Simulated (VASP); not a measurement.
A run of VASP 6.6.1 is set up as follows.

Contents of INCAR:

```
ALGO = Fast
EDIFF = 1E-8
ENCUT = 520
GGA = PE
ISIF = 2
ISMEAR = -1
LASPH = True
LCHARG = False
LEFG = True
LREAL = False
LWAVE = False
NBANDS = 31
NELM = 100
PREC = Accurate
SIGMA = 0.05
```

Contents of KPOINTS:

```
k-points
0
Gamma
  5 5 8
```

Contents of POSCAR:

```
PtSe2
1.0
    5.7812847138      0.0000000000      0.0000000000
    0.0000000000      5.7812847138      0.0000000000
    0.0000000000      0.0000000000      4.0239650174
Pt Se
2 4
Direct
    0.0000000000      0.0000000000      0.0000000000
    0.5000000000      0.5000000000      0.5000000000
    0.3103489427      0.3103489427      0.0000000000
    0.6896510573      0.6896510573      0.0000000000
    0.8103489427      0.1896510573      0.5000000000
    0.1896510573      0.8103489427      0.5000000000
```

Potentials or basis: VASP PAW PBE potentials, release 64 (Pt, Se).

The run is started by

```sh
$ cat potpaw_PBE.64/Pt/POTCAR potpaw_PBE.64/Se/POTCAR > POTCAR
$ mpirun -np 1 vasp_std > vasp.out
```

Q: What does it give for the band gap on the k mesh?

A: None (metal or under the smearing width).

Q: What does it give for the pressure?

A: 0.0 GPa.

Electric field gradients, principal values (V/Å²):
| atom | Vxx | Vyy | Vzz |
| --- | --- | --- | --- |
| 1 Pt | 29.796 | 70.087 | -99.883 |
| 2 Pt | 29.796 | 70.087 | -99.883 |
| 3 Se | 135.683 | 231.977 | -367.660 |
| 4 Se | 135.683 | 231.977 | -367.660 |
| 5 Se | 135.683 | 231.977 | -367.660 |
| 6 Se | 135.683 | 231.977 | -367.660 |

The run has no spin-orbit coupling, so splittings on Pt are missing.
